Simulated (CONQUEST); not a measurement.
## SiC (Moissanite): single point with PBE

SiC (Moissanite):

```xyz
8
Lattice="3.0760 0.0000 0.0000 0.0000 5.0480 0.0000 0.0000 0.0000 5.3278" Properties=species:S:1:pos:R:3 pbc="T T T"
Si    1.5168    2.5656    4.4268
Si    3.0548    2.5656    1.7629
Si    1.5178    0.0067    0.8908
Si    3.0558    0.0067    3.5547
C     1.5252    4.4799    4.4935
C     3.0632    4.4799    1.8296
C     1.5319    1.9184    0.9114
C     3.0699    1.9184    3.5753
```

The cell isn't the ideal one: atoms moved at random, drawn with an rms of 0.05 Å.

```json
{"Program": "CONQUEST 1.3", "Task": "single point", "Functional": "PBE", "Potentials or basis": "PseudoDojo NC PBE, DZP, grid cutoff 120 Ha", "k mesh": "9 × 5 × 5", "Occupations": "fermi-dirac, width 0.05 eV", "Spin": "no spin polarisation"}
```

```yaml
Pressure: 6.3 GPa
Largest_force: 1.575 eV/Å
Band_gap_on_the_k_mesh: 2.15 eV
Mulliken_charges: Si +0.45, +0.43; C -0.42, -0.46 e
```

Forces on the atoms (eV/Å):
```
Si   0.315 -0.297  0.766
Si   0.315 -0.297  0.766
Si   0.154  0.988  1.142
Si   0.154  0.988  1.142
C   -0.134 -0.935 -1.261
C   -0.134 -0.935 -1.261
C   -0.322  0.242 -0.649
C   -0.322  0.242 -0.649
```

Stress tensor (GPa, compression positive):
```
5.59 0.55 0.31
0.55 4.94 2.19
0.31 2.19 8.25
```

Levels at points of the mesh, in eV from the valence-band top:
| k point | band 14 | band 15 | band 16 | band 17 | band 18 | band 19 |
| --- | --- | --- | --- | --- | --- | --- |
| (0.00, 0.00, 0.00) | -0.24 | -0.16 | 0.00 | 2.57 | 4.18 | 4.77 |

It took 59 s on 1 thread of AMD EPYC 9R45 96-Core Processor (Zen 5) (shared host), peak memory 1 GiB.

Caveat: Mulliken charges move with the basis; the box holds several primitive cells, so bands are folded and the points are those of the box's own zone; an odd mesh through Γ misses points on the zone boundary, where band edges often lie; the basis of atomic orbitals isn't converged, which shifts pressures, moduli and gaps.
